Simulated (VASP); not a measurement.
## CaSe (zincblende): a PBE with spin–orbit coupling single-point calculation in VASP

INCAR

```
ISMEAR = 0
IBRION = -1
GGA_COMPAT = .FALSE.
ENCUT = 520
LWAVE = .FALSE.
MAGMOM = 0.0 0.0 0.0 0.0 0.0 0.0
PREC = Accurate
NBANDS = 27
LSORBIT = .TRUE.
LCHARG = .FALSE.
GGA = PE
NELM = 120
NSW = 0
LREAL = .FALSE.
SIGMA = 0.01
LASPH = .TRUE.
EDIFF = 1E-7
ISIF = 2
```

KPOINTS

```
KPOINTS created by Atomic Simulation Environment
0
Gamma
6 6 6
0 0 0
```

KPOINTS_OPT

```
special points
7
Reciprocal
0.0000000000 0.0000000000 0.0000000000 1
0.5000000000 0.0000000000 0.5000000000 1
0.5000000000 0.2500000000 0.7500000000 1
0.3750000000 0.3750000000 0.7500000000 1
0.5000000000 0.5000000000 0.5000000000 1
0.6250000000 0.2500000000 0.6250000000 1
0.2625000000 0.2625000000 0.5250000000 1
```

POSCAR

```
Ca Se
 1.0000000000000000
     0.0000000000000000    3.2795613700259110    3.2795613700259110
     3.2795613700259110    0.0000000000000000    3.2795613700259110
     3.2795613700259110    3.2795613700259110    0.0000000000000000
 Ca  Se
   1   1
Cartesian
  0.0000000000000000  0.0000000000000000  0.0000000000000000
  1.6397806850129553  1.6397806850129553  1.6397806850129553
```

VASP ran with the recommended PBE PAW datasets (16 valence electrons in the cell).

From OUTCAR

```
k-points           NKPTS =     22   k-points in BZ     NKDIM =     22   number of bands    NBANDS=     27

   NELECT =      16.0000    total number of electrons

   dimension x,y,z NGX =    36 NGY =   36 NGZ =   36
   dimension x,y,z NGXF=    72 NGYF=   72 NGZF=   72

  energy-cutoff  :      520.00
  volume of cell :       70.55
      direct lattice vectors                 reciprocal lattice vectors
     0.000000000  3.279561370  3.279561370    -0.152459413  0.152459413  0.152459413
     3.279561370  0.000000000  3.279561370     0.152459413 -0.152459413  0.152459413
     3.279561370  3.279561370  0.000000000     0.152459413  0.152459413 -0.152459413

 k-points in reciprocal lattice and weights: KPOINTS created by Atomic Simulation Env
   0.00000000  0.00000000  0.00000000       0.005
   0.16666667  0.00000000  0.00000000       0.019
  -0.16666667  0.00000000  0.00000000       0.019
   0.33333333  0.00000000  0.00000000       0.019
  -0.33333333  0.00000000  0.00000000       0.019
   0.50000000  0.00000000  0.00000000       0.019
   0.16666667  0.16666667  0.00000000       0.028
   0.33333333  0.16666667  0.00000000       0.056
   ...

 E-fermi :  -0.1625

 k-point     1 :       0.0000    0.0000    0.0000
  band No.  band energies     occupation
      1     -39.3616      1.00000
      2     -39.3616      1.00000
      3     -20.6297      1.00000
      4     -20.6297      1.00000
      5     -20.2539      1.00000
      6     -20.2539      1.00000
      7     -20.2539      1.00000
      8     -20.2539      1.00000
      9     -10.6303      1.00000
     10     -10.6303      1.00000
     11      -0.6039      1.00000
     12      -0.6039      1.00000
     13      -0.3004      1.00000
     14      -0.3004      1.00000
     15      -0.3004      1.00000
     16      -0.3004      1.00000
     17       2.9001      0.00000
     18       2.9001      0.00000
     19       5.0764      0.00000
     20       5.0764      0.00000
     21       5.0764      0.00000
     22       5.0764      0.00000
     23       7.0369      0.00000
     24       7.0376      0.00000
     25       7.1234      0.00000
     26       7.1234      0.00000
     27       7.1234      0.00000

 k-point     2 :       0.1667    0.0000    0.0000
  band No.  band energies     occupation
      1     -39.3611      1.00000
      2     -39.3611      1.00000
      3     -20.6341      1.00000
      4     -20.6341      1.00000
      5     -20.2621      1.00000
      6     -20.2621      1.00000
      7     -20.2553      1.00000
      8     -20.2553      1.00000
      9     -10.5662      1.00000
     10     -10.5662      1.00000
     11      -0.8506      1.00000
     12      -0.8506      1.00000
     13      -0.4337      1.00000
     14      -0.4337      1.00000
     15      -0.2756      1.00000
     16      -0.2752      1.00000
     17       3.6648      0.00000
     18       3.6648      0.00000
     19       4.9583      0.00000
     20       4.9595      0.00000
     21       4.9595      0.00000
     22       4.9622      0.00000
     23       6.6257      0.00000
     24       6.6257      0.00000
     25       7.0472      0.00000
     26       7.0550      0.00000
     27       7.0935      0.00000

 k-point     3 :      -0.1667    0.0000    0.0000
  band No.  band energies     occupation
      1     -39.3611      1.00000
      2     -39.3611      1.00000
      3     -20.6341      1.00000
      4     -20.6341      1.00000
      5     -20.2621      1.00000
      6     -20.2621      1.00000
      7     -20.2553      1.00000
      8     -20.2553      1.00000
      9     -10.5662      1.00000
     10     -10.5662      1.00000
     11      -0.8506      1.00000
     12      -0.8506      1.00000
     13      -0.4337      1.00000
     14      -0.4337      1.00000
     15      -0.2756      1.00000
     16      -0.2752      1.00000
     17       3.6648      0.00000
     18       3.6648      0.00000
     19       4.9583      0.00000
     20       4.9595      0.00000
     21       4.9595      0.00000
     22       4.9622      0.00000
     23       6.6257      0.00000
     24       6.6257      0.00000
     25       7.0472      0.00000
     26       7.0544      0.00000
     27       7.0965      0.00000

 k-point     4 :       0.3333    0.0000    0.0000
  band No.  band energies     occupation
      1     -39.3602      1.00000
      2     -39.3602      1.00000
      3     -20.6433      1.00000
      4     -20.6433      1.00000
      5     -20.2780      1.00000
      6     -20.2780      1.00000
      7     -20.2581      1.00000
      8     -20.2581      1.00000
      9     -10.4365      1.00000
     10     -10.4365      1.00000
     11      -1.3462      1.00000
     12      -1.3462      1.00000
     13      -0.4264      1.00000
     14      -0.4264      1.00000
     15      -0.2333      1.00000
     16      -0.2330      1.00000
     17       4.6996      0.00000
     18       4.6996      0.00000
     19       4.9790      0.00000
     20       4.9790      0.00000
     21       4.9808      0.00000
     22       4.9856      0.00000
     23       5.8087      0.00000
     24       5.8087      0.00000
     25       6.5364      0.00000
     26       6.5398      0.00000
     27       6.5699      0.00000

 k-point     5 :      -0.3333    0.0000    0.0000
  band No.  band energies     occupation
      1     -39.3602      1.00000
      2     -39.3602      1.00000
      3     -20.6433      1.00000
      4     -20.6433      1.00000
      5     -20.2780      1.00000
      6     -20.2780      1.00000
      7     -20.2581      1.00000
      8     -20.2581      1.00000
      9     -10.4365      1.00000
     10     -10.4365      1.00000
     11      -1.3462      1.00000
     12      -1.3462      1.00000
     13      -0.4264      1.00000
     14      -0.4264      1.00000
     15      -0.2333      1.00000
     16      -0.2330      1.00000
     17       4.6996      0.00000
     18       4.6996      0.00000
     19       4.9790      0.00000
     20       4.9790      0.00000
     21       4.9808      0.00000
     22       4.9856      0.00000
     23       5.8087      0.00000
     24       5.8087      0.00000
     25       6.5364      0.00000
     26       6.5383      0.00000
     27       6.5669      0.00000

 k-point     6 :       0.5000    0.0000    0.0000
  band No.  band energies     occupation
      1     -39.3598      1.00000
      2     -39.3598      1.00000
      3     -20.6480      1.00000
      4     -20.6480      1.00000
      5     -20.2858      1.00000
      6     -20.2858      1.00000
      7     -20.2595      1.00000
      8     -20.2595      1.00000
      9     -10.3709      1.00000
     10     -10.3709      1.00000
     11      -1.5346      1.00000
     12      -1.5346      1.00000
     13      -0.4145      1.00000
     14      -0.4145      1.00000
     15      -0.2162      1.00000
     16      -0.2162      1.00000
     17       4.7843      0.00000
     18       4.7843      0.00000
     19       5.1882      0.00000
     20       5.1882      0.00000
     21       5.2000      0.00000
     22       5.2000      0.00000
     23       5.5349      0.00000
     24       5.5349      0.00000
     25       6.0560      0.00000
     26       6.0599      0.00000
     27       6.0754      0.00000

 k-point     7 :       0.1667    0.1667    0.0000
  band No.  band energies     occupation
      1     -39.3610      1.00000
      2     -39.3610      1.00000
      3     -20.6355      1.00000
      4     -20.6355      1.00000
      5     -20.2633      1.00000
      6     -20.2633      1.00000
      7     -20.2573      1.00000
      8     -20.2573      1.00000
      9     -10.5449      1.00000
     10     -10.5449      1.00000
     11      -0.9057      1.00000
     12      -0.9057      1.00000
     13      -0.4520      1.00000
     14      -0.4520      1.00000
     15      -0.2927      1.00000
     16      -0.2927      1.00000
     17       3.8856      0.00000
     18       3.8856      0.00000
     19       4.5921      0.00000
     20       4.5921      0.00000
     21       5.2405      0.00000
     22       5.2405      0.00000
     23       6.7683      0.00000
     24       6.7684      0.00000
     25       6.8024      0.00000
     26       6.8055      0.00000
     27       6.9071      0.00000

 ...

  Total        0.2467950      0.2467950      0.2467950      0.0000000     -0.0000000      0.0000000
  in kB        5.6049239      5.6049239      5.6049239      0.0000000     -0.0000000      0.0000000
  external PRESSURE =       5.6049239 kB  Pullay stress =       0.0000000 kB

 POSITION                                       TOTAL-FORCE (eV/Angst)
 -----------------------------------------------------------------------------------
      0.00000      0.00000      0.00000        -0.000000      0.000000      0.000000
      1.63978      1.63978      1.63978         0.000000     -0.000000     -0.000000
 -----------------------------------------------------------------------------------
    total drift:                                0.000000      0.000000      0.000000

  FREE ENERGIE OF THE ION-ELECTRON SYSTEM (eV)
  ---------------------------------------------------
  free  energy   TOTEN  =        -8.9887309441 eV

  energy  without entropy=       -8.9887309441  energy(sigma->0) =       -8.98873094
```

```
gap between bands v and c : 3.12 eV
least direct gap          : 3.20 eV
```

Band v is the last that the valence electrons fill when counted band by band, and c is the next.
